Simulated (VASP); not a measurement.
InSe under changes of volume

One of the cells (29.131 Å³/atom); the others are scaled copies at fixed shape and fractional positions:

```xyz
4
Lattice="5.8650 -2.0683 0.0000 5.8650 2.0683 0.0000 -1.7346 0.0000 4.8029" Properties=species:S:1:pos:R:3 pbc="T T T"
In   10.3373    0.0000    0.2250
In   -0.3420    0.0000    4.5780
Se    6.5923    0.0000    3.2130
Se    3.4031    0.0000    1.5900
```

The cell comes from a database or a generator and needn't be the stable form of this composition.

| Property | Result |
| --- | --- |
| Program | VASP 6.6.1 |
| Functional | PBE |
| Potentials or basis | VASP PAW PBE potentials, release 64 (In_d, Se) |
| Cutoff | 520 eV |
| k mesh | 7 × 7 × 6 |
| Occupations | fermi-dirac, width 0.05 eV |
| Spin | no spin polarisation |

| volume (Å³/atom) | energy over the lowest point (meV/atom) | pressure (GPa) | gap on the mesh (eV) | largest force (eV/Å) |
| --- | --- | --- | --- | --- |
| 26.846 | 40.17 | 5.3 | 1.24 | 0.787 |
| 27.417 | 23.56 | 3.9 | 1.21 | 0.594 |
| 27.988 | 11.72 | 2.7 | 1.17 | 0.416 |
| 29.131 | 0.37 | 0.5 | 1.10 | 0.101 |
| 29.702 | 0.00 | -0.4 | 1.07 | 0.096 |
| 30.273 | ? | ? | ? | ? |

Question: What does the run at 30.273 Å³/atom give?

Answer: Energy over the lowest point 2.67 meV/atom; pressure -1.2 GPa; gap on the mesh 1.03 eV; largest force 0.172 eV/Å.

Worked out: A Birch-Murnaghan fit of order 3 (a polynomial in V^(-2/3)) to the other rows has its minimum at 29.48 Å³/atom with B0 = V·E''(V) = 46 GPa and B' = 4.8 at fixed shape and positions, which overstates the stiffness. It gives 2.67 meV/atom at 30.273 Å³/atom, against the run's 2.67, and -dE/dV = -1.1 GPa, against -1.2. A straight line through the other rows of the gap, of slope -1.72 eV per unit of ln V, extrapolates to 1.04 eV, against the run's 1.03.

Energies are extrapolated to zero smearing.

Caveats: spin-orbit coupling is left out, which moves the levels of the heavy elements; an odd mesh through Γ misses points on the zone boundary, where band edges often lie.
